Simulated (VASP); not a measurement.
# ZnS (P6_3mc) in VASP: electric field gradients with PBE

Aim: the electric field gradients of ZnS with PBE.

All numbers are computed with VASP 6.6.1; they aren't measurements. Logs are shortened: lines on timing, memory, paths and dates and some standing lists are left out, and cuts for length are marked.

**Experimental background.**

A printed reference work, monograph reports, for a bulk crystal of ZnS at 4 K: band gap 3.911 eV (direct).

How close the calculation comes is told below.

### Step 1. The structure

The structure is hexagonal, space group P6_3mc (No. 186). Conventional cell: a = 3.808 Å, b = 3.808 Å, c = 24.891 Å, α = 90.00°, β = 90.00°, γ = 120.00°. Around Zn (site symmetry 3m) lie 4 S at 2.33 to 2.34 Å. Zn (site symmetry 3m) has 4 S at 2.33 Å as nearest neighbours. Around Zn (site symmetry 3m) lie 4 S at 2.33 Å. Around Zn (site symmetry 3m) lie 4 S at 2.33 Å. S (site symmetry 3m) is surrounded by 4 Zn at 2.33 Å. S (site symmetry 3m) is surrounded by 4 Zn at 2.33 Å. Around S (site symmetry 3m) lie 4 Zn at 2.33 Å. Around S (site symmetry 3m) lie 4 Zn at 2.33 to 2.34 Å.

The cell is a database's computed one.

### Step 2. Electric field gradients, PBE

File INCAR:

```
SYSTEM = ZnS
PREC = Accurate ; ENCUT = 520
EDIFF = 1E-8 ; ISMEAR = -1
SIGMA = 0.02 ; LREAL = Auto
LASPH = .True. ; NELM = 100
ALGO = Fast ; ISIF = 2
LWAVE = .False. ; LCHARG = .False.
GGA = PE ; LEFG = .True.
NBANDS = 86
```

File KPOINTS:

```
regular mesh
0
Gamma
  8 8 2
  0 0 0
```

File POSCAR:

```
ZnS
1.0
    3.8083864859      0.0000000000      0.0000000000
   -1.9041932429      3.2981594442      0.0000000000
    0.0000000000      0.0000000000     24.8909590100
Zn S
8 8
Direct
    0.3333333333      0.6666666667      0.7499129200
    0.3333333333      0.6666666667      0.1247858200
    0.0000000000      0.0000000000      0.0000428700
    0.6666666667      0.3333333333      0.8753247300
    0.6666666667      0.3333333333      0.2499129200
    0.3333333333      0.6666666667      0.3753247300
    0.0000000000      0.0000000000      0.5000428700
    0.6666666667      0.3333333333      0.6247858200
    0.0000000000      0.0000000000      0.5937127400
    0.6666666667      0.3333333333      0.9689881200
    0.3333333333      0.6666666667      0.2185024700
    0.6666666667      0.3333333333      0.3439283300
    0.3333333333      0.6666666667      0.8439283300
    0.3333333333      0.6666666667      0.4689881200
    0.6666666667      0.3333333333      0.7185024700
    0.0000000000      0.0000000000      0.0937127400
```

Potentials or basis: VASP PAW PBE potentials, release 64 (Zn, S).

Launch:

```bash
cat potpaw_PBE.64/Zn/POTCAR potpaw_PBE.64/S/POTCAR > POTCAR
mpirun -np 1 vasp_std > vasp.out
```

OUTCAR:

```text
SYSTEM = ZnS
   PREC = Accurate
   ENCUT = 520
   EDIFF = 1E-8
   ISMEAR = -1
   LREAL = Auto
   LASPH = .True.
   NELM = 100
   ISIF = 2
   GGA = PE

 ion  position               nearest neighbor table
   1  0.333  0.667  0.750-  15 2.33  15 2.33  15 2.33  13 2.34
   2  0.333  0.667  0.125-  16 2.33  16 2.33  16 2.33  11 2.33
   3  0.000  0.000  0.000-  10 2.33  10 2.33  10 2.33  16 2.33
   4  0.667  0.333  0.875-  10 2.33  13 2.33  13 2.33  13 2.33
   5  0.667  0.333  0.250-  11 2.33  11 2.33  11 2.33  12 2.34
   6  0.333  0.667  0.375-  14 2.33  12 2.33  12 2.33  12 2.33
[... 8 lines left out ...]
  15  0.667  0.333  0.719-   8 2.33   1 2.33   1 2.33   1 2.33
  16  0.000  0.000  0.094-   2 2.33   2 2.33   2 2.33   3 2.33

  LATTYP: Found a hexagonal cell.
 ALAT       =     3.8083864859
 C/A-ratio  =     6.5358279949

  Lattice vectors:

 A1 = (   3.8083864859,   0.0000000000,   0.0000000000)
 A2 = (  -1.9041932429,   3.2981594442,   0.0000000000)
 A3 = (   0.0000000000,   0.0000000000,  24.8909590100)

Analysis of symmetry for initial positions (statically):
=====================================================================
 Subroutine PRICEL returns:
 Original cell was already a primitive cell.

 Routine SETGRP: Setting up the symmetry group for a
 hexagonal supercell.

 Subroutine GETGRP returns: Found 12 space group operations
 (whereof  6 operations were pure point group operations)
 out of a pool of 24 trial point group operations.

The static configuration has the point symmetry C_3v.
 The point group associated with its full space group is C_6v.

Analysis of symmetry for dynamics (positions and initial velocities):
=====================================================================
 Subroutine PRICEL returns:
 Original cell was already a primitive cell.

 Routine SETGRP: Setting up the symmetry group for a
 hexagonal supercell.

 Subroutine GETGRP returns: Found 12 space group operations
 (whereof  6 operations were pure point group operations)
 out of a pool of 24 trial point group operations.

The dynamic configuration has the point symmetry C_3v.
 The point group associated with its full space group is C_6v.

 Subroutine INISYM returns: Found 12 space group operations
 (whereof  6 operations are pure point group operations),
 and found     1 'primitive' translations

----------------------------------------------------------------------------------------

                                     Primitive cell

  volume of cell :     312.6470

  direct lattice vectors                    reciprocal lattice vectors
     3.808386486  0.000000000  0.000000000     0.262578392  0.151599705  0.000000000
    -1.904193243  3.298159444  0.000000000     0.000000000  0.303199411  0.000000000
     0.000000000  0.000000000 24.890959010     0.000000000  0.000000000  0.040175230

  length of vectors
     3.808386486  3.808386486 24.890959010     0.303199411  0.303199411  0.040175230

  position of ions in fractional coordinates (direct lattice)
     0.333333333  0.666666667  0.749912920
     0.333333333  0.666666667  0.124785820
     0.000000000  0.000000000  0.000042870
     0.666666667  0.333333333  0.875324730
     0.666666667  0.333333333  0.249912920
     0.333333333  0.666666667  0.375324730
[... 8 lines left out ...]
     0.666666667  0.333333333  0.718502470
     0.000000000  0.000000000  0.093712740

  ion indices of the primitive-cell ions
   primitive index   ion index
                 1           1
                 2           2
                 3           3
                 4           4
                 5           5
                 6           6
[... 8 lines left out ...]
                15          15
[... 67 lines left out ...]
   NELM   =    100;   NELMIN=  2; NELMDL= -5     # of ELM steps
   EDIFF  = 0.1E-07   stopping-criterion for ELM
   LREAL  =      T    real-space projection
   EDIFFG = 0.1E-06   stopping-criterion for IOM
   NSW    =      0    number of steps for IOM
   IBRION =     -1    ionic relax: 0-MD 1-quasi-New 2-CG
   NFREE  =      0    steps in history (QN), initial steepest desc. (CG)
   ISIF   =      2    stress and relaxation
   ISYM   =      2    0-nonsym 1-usesym 2-fastsym
   POTIM  = 0.5000    time-step for ionic-motion
   TEBEG  =    0.0;   TEEND  =   0.0 temperature during run
   PSTRESS=    0.0 pullay stress
   NELECT =     144.0000    total number of electrons
   NUPDOWN=      -1.0000    fix difference up-down
   EMIN   =  10.00;   EMAX   =-10.00  energy-range for DOS
   EFERMI =   0.00;   METHOD = LEGACY
   ISMEAR =    -1;   SIGMA  =   0.02  broadening in eV -4-tet -1-fermi 0-gaus
   EFERMI_NEDOS =   21; number of points for ismear=-14 and -15
   IALGO  =     68    algorithm
   IMIX   =      4    mixing-type and parameters
     AMIX     =   0.40;   BMIX     =  1.00
     AMIX_MAG =   1.60;   BMIX_MAG =  1.00
  volume/ion in A,a.u.               =      19.54       131.87
  Fermi-wavevector in a.u.,A,eV,Ry     =   1.264283  2.389148 21.747702  1.598411
  Thomas-Fermi vector in A             =   2.397596
   LORBIT       =      0    0 simple, 1 ext, 2 COOP (PROOUT), +10 PAW based schemes
   GGA     = PE    functional components
   LHFCALC =     F    Hartree Fock is set to
   AEXX    =    0.0000 exact exchange contribution
   IVDW    =     0    specifies the selected vdW correction
   LEPSILON=     F    determine dielectric tensor
   LRPA    =     F    only Hartree local field effects (RPA)
 non-spin polarized calculation
 RMM-DIIS sequential band-by-band and
  energy-cutoff  :      520.00
  volume of cell :      312.65
 maximum number of plane-waves:      8459
   NGX = 15   NGY = 15   NGZ = 93

 number of electron     143.9999924 magnetization

 Free energy of the ion-electron system (eV)
  ---------------------------------------------------
  ext. energy  EPLUGINS =         0.00000000
  ---------------------------------------------------
  free energy    TOTEN  =       -54.73118066 eV

  energy without entropy =      -54.73118066  energy(sigma->0) =      -54.73118066

 E-fermi :   2.6666     XC(G=0):  -9.6733

 val. band max:        2.1994573274   @ k =   0.0000   0.0000   0.0000
 cond. band min:       4.3736707760   @ k =   0.0000   0.0000   0.0000
 fundamental gap:      2.1742134486
 Fermi energy:         2.6665714457

 k-point     1 :       0.0000    0.0000    0.0000
  band No.  band energies     occupation
      1     -11.0142      2.00000
      2     -10.9067      2.00000
      3     -10.8827      2.00000
      4     -10.5894      2.00000
      5     -10.5769      2.00000
      6     -10.2393      2.00000
[... 1729 lines left out ...]
     83       8.1860      0.00000
     84       8.1885      0.00000
 [bands above 84 left out]

------------------------ aborting loop because EDIFF is reached ----------------------------------------

  FORCE on cell =-STRESS in cart. coord.  units (eV):
  Direction    XX          YY          ZZ          XY          YZ          ZX
  --------------------------------------------------------------------------------------
  -------------------------------------------------------------------------------------
  Total        4.8841136      4.8841136      4.9290024      0.0000000      0.0000000      0.0000000
  in kB       25.0289162     25.0289162     25.2589514      0.0000000      0.0000000      0.0000000
  external PRESSURE =      25.1055946 kB  Pullay stress =       0.0000000 kB

 VOLUME and BASIS-vectors are now :
 -----------------------------------------------------------------------------
  energy-cutoff  :      520.00
  volume of cell :      312.65
      direct lattice vectors                 reciprocal lattice vectors
     3.808386486  0.000000000  0.000000000     0.262578392  0.151599705  0.000000000
    -1.904193243  3.298159444  0.000000000     0.000000000  0.303199411  0.000000000
     0.000000000  0.000000000 24.890959010     0.000000000  0.000000000  0.040175230

 POSITION                                       TOTAL-FORCE (eV/Angst)
 -----------------------------------------------------------------------------------
     -0.00000      2.19877     18.66605         0.000000     -0.000000      0.019825
     -0.00000      2.19877      3.10604         0.000000     -0.000000      0.014727
      0.00000      0.00000      0.00107         0.000000      0.000000      0.007142
      1.90419      1.09939     21.78767         0.000000      0.000000     -0.017661
      1.90419      1.09939      6.22057        -0.000000      0.000000      0.019825
     -0.00000      2.19877      9.34219        -0.000000     -0.000000     -0.017661
[... 8 lines left out ...]
      1.90419      1.09939     17.88422         0.000000      0.000000      0.009154
      0.00000      0.00000      2.33260         0.000000      0.000000     -0.003661
 -----------------------------------------------------------------------------------
    total drift:                               -0.000002     -0.000004      0.002119

  FREE ENERGIE OF THE ION-ELECTRON SYSTEM (eV)
  ---------------------------------------------------
  free  energy   TOTEN  =       -54.7311806649 eV

  energy  without entropy=      -54.7311806649  energy(sigma->0) =      -54.73118066

 Electric field gradients (V/A^2)
---------------------------------------------------------------------
 ion       V_xx      V_yy      V_zz      V_xy      V_xz      V_yz
---------------------------------------------------------------------
   1      -0.019    -0.013     0.032     0.006     0.000    -0.000
   2      -0.354    -0.347     0.701     0.006     0.000    -0.000
   3      -0.167    -0.166     0.333     0.001     0.000    -0.000
   4      -0.133    -0.127     0.260     0.006     0.000    -0.000
   5      -0.019    -0.013     0.032     0.006    -0.000     0.000
   6      -0.133    -0.127     0.260     0.006    -0.000     0.000
[... 8 lines left out ...]
  15      -0.397    -0.398     0.795    -0.000    -0.000     0.000
  16       0.270     0.271    -0.541     0.001     0.000    -0.000
---------------------------------------------------------------------

 Electric field gradients after diagonalization (V/A^2)
 (convention: |V_zz| > |V_xx| > |V_yy|)
----------------------------------------------------------------------
 ion       V_xx      V_yy      V_zz     asymmetry (V_yy - V_xx)/ V_zz
----------------------------------------------------------------------
   1      -0.022    -0.009     0.032       0.410
   2      -0.357    -0.344     0.701       0.018
   3      -0.167    -0.166     0.333       0.005
   4      -0.136    -0.123     0.260       0.050
   5      -0.022    -0.009     0.032       0.410
   6      -0.136    -0.123     0.260       0.050
[... 8 lines left out ...]
  15      -0.398    -0.397     0.795       0.001
  16       0.271     0.270    -0.541       0.002
----------------------------------------------------------------------

           NMR quadrupolar parameters

 Cq : quadrupolar parameter    Cq=e*Q*V_zz/h
 eta: asymmetry parameters     (V_yy - V_xx)/ V_zz
 Q  : nuclear electric quadrupole moment in mb (millibarn)
----------------------------------------------------------------------
 ion       Cq(MHz)       eta       Q (mb)
----------------------------------------------------------------------
   1       0.000       0.410       1.000
   2       0.002       0.018       1.000
   3       0.001       0.005       1.000
   4       0.001       0.050       1.000
   5       0.000       0.410       1.000
   6       0.001       0.050       1.000
[... 8 lines left out ...]
  15       0.002       0.001       1.000
  16      -0.001       0.002       1.000
----------------------------------------------------------------------
```

It took 8.7 min on 1 thread of Intel Xeon 6975P-C (Granite Rapids), shared host; peak memory 0.57 GiB.

Results:

```
Free energy            : -54.7312 eV
Pressure               : 2.5 GPa
Largest force          : 0.021 eV/Å
Band gap on the k mesh : 2.17 eV, direct
```

Forces in eV/Å, atoms in the order of the input:
```
Zn   0.000  0.000  0.020
Zn   0.000  0.000  0.015
Zn   0.000  0.000  0.007
Zn   0.000  0.000 -0.018
Zn   0.000  0.000  0.020
Zn   0.000  0.000 -0.018
Zn   0.000  0.000  0.007
Zn   0.000  0.000  0.015
S    0.000  0.000 -0.004
S    0.000  0.000 -0.021
S    0.000  0.000  0.009
S    0.000  0.000 -0.009
S    0.000  0.000 -0.009
S    0.000  0.000 -0.021
S    0.000  0.000  0.009
S    0.000  0.000 -0.004
```

Electric field gradients, principal values (V/Å²):
```tsv
atom	Vxx	Vyy	Vzz
1 Zn	-0.009	-0.022	0.032
2 Zn	-0.344	-0.357	0.701
3 Zn	-0.166	-0.167	0.333
4 Zn	-0.123	-0.136	0.260
5 Zn	-0.009	-0.022	0.032
6 Zn	-0.123	-0.136	0.260
7 Zn	-0.166	-0.167	0.333
8 Zn	-0.344	-0.357	0.701
9 S	0.270	0.271	-0.541
10 S	0.147	0.148	-0.295
11 S	-0.397	-0.398	0.795
12 S	-1.113	-1.114	2.226
13 S	-1.113	-1.114	2.226
14 S	0.147	0.148	-0.295
15 S	-0.397	-0.398	0.795
16 S	0.270	0.271	-0.541
```

### Step 3. Comparison with measurements

Step 2. A measured gap of ZnS is 3.911 eV (direct; 4 K; a printed reference work, monograph); the calculated 2.17 eV misses it by -1.74 eV. The value is that of PBE on a finite k mesh, which can miss the band edges, without temperature or zero-point motion. Semilocal functionals fall short of measured gaps as a rule. The cell is a database's relaxed one, not the measured one, which moves gaps too.
